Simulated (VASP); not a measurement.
MnS:

```
Mn S
1.0
    -1.83000   -1.05655    5.94184
     1.83000   -1.05655    5.94184
     0.00000    2.11310    5.94184
Mn S
2 2
Direct
  0.00000 0.00000 0.00000
  0.50000 0.50000 0.50000
  0.25000 0.25000 0.25000
  0.75000 0.75000 0.75000
```

The cell is a database's computed one.

Base run:

```yaml
Program: VASP 6.6.1
Functional: PBEsol
Potentials_or_basis: VASP PAW PBE potentials, release 64 (Mn_pv, S)
Cutoff: 520 eV
k_mesh: 9 × 9 × 9
Occupations: fermi-dirac, width 0.05 eV
Spin: collinear spin, antiferromagnetic start
Starting_moments: "[4.0, -4.0, 0.0, 0.0] μB"
Hubbard_terms: Mn d U = 4 eV
```

Its results: band gap on the k mesh 2.20 eV; pressure 1.0 GPa; net moment 0.00 μB per cell; site moments Mn +4.48, -4.48; S +0.00 μB.

Q: After a change of settings the same cell gave: band gap on the k mesh 1.89 eV; pressure -0.4 GPa; net moment 0.00 μB per cell; site moments Mn +4.42, -4.42; S +0.00 μB. Which change was it?
A. hubbard terms from Mn d U = 4 eV to Mn d U = 3 eV
B. hubbard terms from Mn d U = 4 eV to Mn d U = 8 eV
C. hubbard terms from Mn d U = 4 eV to none

A: A.

Caveats: the PAW data sets were made with another functional, which shifts forces and pressure a little; an odd mesh through Γ misses points on the zone boundary, where band edges often lie.

Not every run made on this cell is shown here.
